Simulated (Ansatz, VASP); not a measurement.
Given: the input of a run of Ansatz 0.2.0 on GaP. 

File input.yaml:

```yaml
crystal:
  lattice:
    - [0.0, 2.72525, 2.72525]
    - [2.72525, 0.0, 2.72525]
    - [2.72525, 2.72525, 0.0]
  atoms:
    - { symbol: Ga, position: [0.0, 0.0, 0.0] }
    - { symbol: P, position: [0.75, 0.75, 0.75] }
kpoints:
  mp_grid: { grid: [8, 8, 8] }
scf:
  occupations: { method: fermi_dirac, width: 0.05 }
hamiltonian:
  xc: pbe
  dispersion: d3bj
  pseudopotentials: { kind: all_electron, lapw: { basis_error: 0.001 } }
output:
  forces: true
  stress: true
relax:
  f_tol: 0.01
  max_steps: 60
  cell: {}
```

Potentials or basis: all-electron LAPW, scalar-relativistic.

Launch:

```sh
$ ansatz run input.yaml --threads 1 --pin off --max-ram 3072MiB --backend cpu --events-out ev --progress --plain --runs-dir out
```

**Question.** Translate it to VASP 6.6.1. Potentials or basis there: PBE PAW files Ga_d, P, 600 eV.

**Answer.** As run (cutoffs and basis follow the program's own potentials, and thresholds, step limits or extra output files can differ):

The input INCAR:

```
SYSTEM = GaP
PREC = Accurate
ENCUT = 600
EDIFF = 1E-7
ISMEAR = -1
SIGMA = 0.05
LREAL = .FALSE.
LASPH = .TRUE.
NELM = 100
ALGO = Fast
ISIF = 3
LWAVE = .FALSE.
LCHARG = .FALSE.
GGA = PE
IVDW = 12
IBRION = 2
NSW = 60
EDIFFG = -0.01
```

The input KPOINTS:

```
regular mesh
0
G
  8 8 8
  0 0 0
```

The input POSCAR:

```
GaP
1.0
    0.0000000000      2.7252500000      2.7252500000
    2.7252500000      0.0000000000      2.7252500000
    2.7252500000      2.7252500000      0.0000000000
Ga P
1 1
Direct
    0.0000000000      0.0000000000      0.0000000000
    0.7500000000      0.7500000000      0.7500000000
```

Potentials or basis: VASP PAW PBE potentials, release 64 (Ga_d, P).

Run with:

```console
$ cat potpaw_PBE.64/Ga_d/POTCAR potpaw_PBE.64/P/POTCAR > POTCAR
$ mpirun -np 1 vasp_std > vasp.out
```

Both were run:

|  | Ansatz | VASP |
| --- | --- | --- |
| Relaxed volume | 20.18 Å³/atom | 20.16 Å³/atom |
| Relaxed cell | a = 3.850 Å, b = 3.850 Å, c = 3.850 Å, α = 60.00°, β = 60.00°, γ = 60.00° | a = 3.849 Å, b = 3.849 Å, c = 3.849 Å, α = 60.00°, β = 60.00°, γ = 60.00° |
| Space group after relaxing | F-43m (No. 216) | F-43m (No. 216) |
| Pressure after relaxing | 0.0 GPa | 0.1 GPa |

Where Ansatz's input types no cutoff or centring, it takes its own default and a Γ-centred mesh.

Pressure is positive in compression.
